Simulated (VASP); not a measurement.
Wanted: the native input for a VASP 6.6.1 run.

| Property | Result |
| --- | --- |
| Task | band structure |
| Functional | r2SCAN |
| Potentials or basis | VASP PAW PBE potentials, release 64 (Ba_sv, Te) |
| Cutoff | 520 eV |
| k mesh | 6 × 6 × 6 |
| Occupations | gaussian, width 0.02 eV |
| Spin | spin-orbit coupling, no magnetisation |
| Ladder | free |
| Further INCAR settings | ALGO = Normal; EDIFF = 1e-07 |

The structure of BaTe lies in POSCAR:

```
BaTe
1.0
    0.0000000000      3.4100000000      3.4100000000
    3.4100000000      0.0000000000      3.4100000000
    3.4100000000      3.4100000000      0.0000000000
Ba Te
1 1
Direct
    0.0000000000      0.0000000000      0.0000000000
    0.5000000000      0.5000000000      0.5000000000
```

These files were run (other wordings do the same):

INCAR

```
PREC = Accurate
ENCUT = 520
EDIFF = 1E-7
ISMEAR = 0
SIGMA = 0.02
LREAL = False
LASPH = True
NELM = 60
ALGO = Normal
ISIF = 2
LWAVE = False
LCHARG = False
MAGMOM = 0 0 0 0 0 0
LORBIT = 11
LSORBIT = True
GGA_COMPAT = False
METAGGA = R2SCAN
LMIXTAU = True
KPAR = 2
```

KPOINTS

```
regular mesh
0
Gamma
  6 6 6
```

KPOINTS_OPT

```
path GXWKGLUWLK,UX
15
line-mode
reciprocal
 0.0000000000  0.0000000000  0.0000000000  G
 0.5000000000  0.0000000000  0.5000000000  X

 0.5000000000  0.0000000000  0.5000000000  X
 0.5000000000  0.2500000000  0.7500000000  W

 0.5000000000  0.2500000000  0.7500000000  W
 0.3750000000  0.3750000000  0.7500000000  K

 0.3750000000  0.3750000000  0.7500000000  K
 0.0000000000  0.0000000000  0.0000000000  G

 0.0000000000  0.0000000000  0.0000000000  G
 0.5000000000  0.5000000000  0.5000000000  L

 0.5000000000  0.5000000000  0.5000000000  L
 0.6250000000  0.2500000000  0.6250000000  U

 0.6250000000  0.2500000000  0.6250000000  U
 0.5000000000  0.2500000000  0.7500000000  W

 0.5000000000  0.2500000000  0.7500000000  W
 0.5000000000  0.5000000000  0.5000000000  L

 0.5000000000  0.5000000000  0.5000000000  L
 0.3750000000  0.3750000000  0.7500000000  K

 0.6250000000  0.2500000000  0.6250000000  U
 0.5000000000  0.0000000000  0.5000000000  X
```

Potentials or basis: VASP PAW PBE potentials, release 64 (Ba_sv, Te).

Run with:

```console
$ cat potpaw_PBE.64/Ba_sv/POTCAR potpaw_PBE.64/Te/POTCAR > POTCAR
$ mpirun -np 2 vasp_ncl > vasp.out
```

It gave:

The pressure is 4.5 GPa. The valence electrons inside the program's atomic spheres are Ba 7.94; Te 3.57.

Caveat: the PAW data sets were made with another functional, which shifts forces and pressure a little.

Run time: 12 min on 2 MPI ranks on AMD EPYC 9R45 (Zen 5), with other jobs on the host, peak memory 0.47 GiB a rank.
